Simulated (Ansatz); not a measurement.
The system is Si2W.

```xyz
3
Lattice="-1.6069 1.6069 3.9150 1.6069 -1.6069 3.9150 1.6069 1.6069 -3.9150" Properties=species:S:1:pos:R:3 pbc="T T T"
W     0.0000    0.0000    0.0000
Si    0.0000    0.0000    5.2092
Si    0.0000    0.0000    2.6207
```

Base run:

- Program: Ansatz 0.2.0
- Functional: RPBE
- Potentials or basis: Ansatz PAW
- Cutoff: 420 eV
- Density cutoff: 1680 eV
- k mesh: 12 × 12 × 12
- Occupations: fermi-dirac, width 0.05 eV
- Spin: no spin polarisation

Its results: band gap on the k mesh none (metal or under the smearing width); pressure 6.1 GPa; largest force 0.112 eV/Å.

**Question.** The run is repeated on the same cell with these changes: functional from RPBE to revPBE. What comes out?

**Answer.** Band gap on the k mesh none (metal or under the smearing width); pressure 5.4 GPa; largest force 0.102 eV/Å.

Caveats: the potentials were made for another functional, which shifts forces and pressure; the PAW data sets come from PBE, with cores solved anew for the run's functional, which leaves a small shift of forces and pressure.

Not every run made on this cell is shown here.
